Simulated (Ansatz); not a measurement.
# H: the cost of one run

Computed with Ansatz 0.2.0 (DFT PBE, scalar-relativistic, plane waves, PAW, unless a step's input says otherwise).

## (1) The starting structure

It takes space group I4/mmm (No. 139, tetragonal). The conventional cell has a = 3.383 Å, b = 3.383 Å, c = 4.117 Å, α = 90.00°, β = 90.00°, γ = 90.00°. H (site symmetry 4mm) has 1 H at 0.74 Å as nearest neighbours.

As a file:

```
H
1.0
    -1.69153    1.69153    2.05847
     1.69153   -1.69153    2.05847
     1.69153    1.69153   -2.05847
H
2
Direct
  0.90986 0.90986 0.00000
  0.09014 0.09014 0.00000
```

The structure comes from the Materials Project (structure only).

## (2) Ground state at the listed geometry

input.yaml reads:

```yaml
crystal:
  lattice:
    - [-1.69153447, 1.69153447, 2.05847399]
    - [1.69153447, -1.69153447, 2.05847399]
    - [1.69153447, 1.69153447, -2.05847399]
  atoms:
    - { symbol: H, position: [0.90986229, 0.90986229, 0.0] }
    - { symbol: H, position: [0.09013771, 0.09013771, 0.0] }
basis:
  ecutwfc: 500
  fft_grid_basis: typed
kpoints:
  mp_grid: { grid: [14, 14, 14] }
hamiltonian:
  xc: pbe
  pseudopotentials: { kind: paw }
scf:
  occupations: { method: gaussian, width: 0.05 }
output:
  forces: true
  stress: true
  eigenvalues: true
  bader: true
  write_density: true
  volumetric_format: npy
  elf: true
```

Run with:

```bash
$ ansatz run input.yaml --threads 1 --pin off --max-ram 2560MiB --backend cpu --events-out ev --progress --plain --runs-dir out
```

What time and memory should one allow on 1 thread of Arm Neoverse N1, shared host?

About 31 s, with a peak of 0.3 GiB.
